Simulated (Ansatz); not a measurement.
# Pt (Pt, diamond): the cost of one run

Computed with Ansatz 0.2.0 (DFT PBE, plane waves (420 eV) with PAW, scalar-relativistic, unless a step says otherwise).

**1. The starting structure**

Symmetry: Fd-3m, No. 227, cubic system. The conventional cell has a = 5.463 Å, b = 5.463 Å, c = 5.463 Å, α = 90.00°, β = 90.00°, γ = 90.00°. Pt (site symmetry -43m) is surrounded by 4 Pt at 2.37 Å.

As a file:

```cif
data_structure
_symmetry_space_group_name_H-M 'P 1'
_symmetry_Int_Tables_number 1
_cell_length_a 3.8628
_cell_length_b 3.8628
_cell_length_c 3.8628
_cell_angle_alpha 60.000
_cell_angle_beta 60.000
_cell_angle_gamma 60.000
_cell_volume 40.76
loop_
_atom_site_label
_atom_site_type_symbol
_atom_site_fract_x
_atom_site_fract_y
_atom_site_fract_z
_atom_site_occupancy
Pt1 Pt 0.12500 0.12500 0.12500 1
Pt2 Pt 0.87500 0.87500 0.87500 1
```

The atoms start with moments of +1 ×2 μB.

**2. Relaxing cell and atoms**

File input.yaml:

```yaml
crystal:
  lattice:
    - [0.0, 2.731412573, 2.731412573]
    - [2.731412573, 0.0, 2.731412573]
    - [2.731412573, 2.731412573, 0.0]
  atoms:
    - { symbol: Pt, position: [0.125, 0.125, 0.125], spin: 1.0 }
    - { symbol: Pt, position: [0.875, 0.875, 0.875], spin: 1.0 }
hamiltonian:
  xc: pbe
  pseudopotentials:
    kind: paw
    azcp:
      Pt: "pseudopotentials/Pt.paw.azcp"
basis:
  ecutwfc: 420
  fft_grid_basis: typed
kpoints:
  mp_grid: { grid: [10, 10, 10], shift: [0, 0, 0] }
magnetization:
  spin_polarized: true
scf:
  occupations: { method: fermi_dirac, width: 0.05 }
relax:
  max_steps: 60
  f_tol: 0.01
  cell: {}
```

**Question.** How long does this run take on 2 threads of an Arm CPU, shared host, and how much memory does it need?

About 27 s, with a peak of 0.35 GiB.
